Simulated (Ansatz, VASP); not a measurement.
## GaP: VASP beside Ansatz

Contents of INCAR:

```
PREC = Accurate
ENCUT = 520
EDIFF = 1E-7
ISMEAR = -1
SIGMA = 0.05
LREAL = False
LASPH = True
NELM = 80
ALGO = Normal
ISIF = 2
LWAVE = False
LCHARG = False
GGA = PE
NBANDS = 16
```

The input KPOINTS:

```
Automatic mesh
0
Gamma
  8 8 8
```

File POSCAR:

```
GaP
1.0
    0.0000000000      2.7069591804      2.7069591804
    2.7069591804      0.0000000000      2.7069591804
    2.7069591804      2.7069591804      0.0000000000
Ga P
1 1
Direct
    0.0000000000      0.0000000000      0.0000000000
    0.7500000000      0.7500000000      0.7500000000
```

The input input.yaml:

```yaml
crystal:
  lattice:
    - [0.0, 2.7069591804, 2.7069591804]
    - [2.7069591804, 0.0, 2.7069591804]
    - [2.7069591804, 2.7069591804, 0.0]
  atoms:
    - { symbol: Ga, position: [0.0, 0.0, 0.0] }
    - { symbol: P, position: [0.75, 0.75, 0.75] }
hamiltonian:
  xc: pbe
  pseudopotentials: { kind: paw }
kpoints:
  mp_grid: { grid: [8, 8, 8] }
scf:
  occupations: { method: fermi_dirac, width: 0.05 }
output:
  forces: true
  stress: true
  eigenvalues: true
  write_density: true
  write_potential: true
  elf: true
  volumetric_format: npy
```

Change from the starting cell: volume scaled by 0.98.

Alike in both runs: task single point; functional PBE; k mesh 8 × 8 × 8; occupations fermi-dirac, width 0.05 eV; no spin polarisation.

|  | VASP | Ansatz |
| --- | --- | --- |
| version | VASP 6.6.1 | Ansatz 0.2.0 |
| potentials or method | VASP PAW PBE potentials, release 64 (Ga_d, P) | Ansatz PAW |
| plane-wave cutoff (eV) | 520 | 420 |
| valence electrons in the cell | 18 | 18 |

```tsv
	VASP	Ansatz	Ansatz less VASP
gap on the k mesh at the Fermi level (eV)	1.61	1.61	0.000
least direct gap on the mesh (eV)	1.99	2.00	+0.001
pressure (GPa)	4.3	4.4	+0.04
```

A k mesh can miss the band edges.
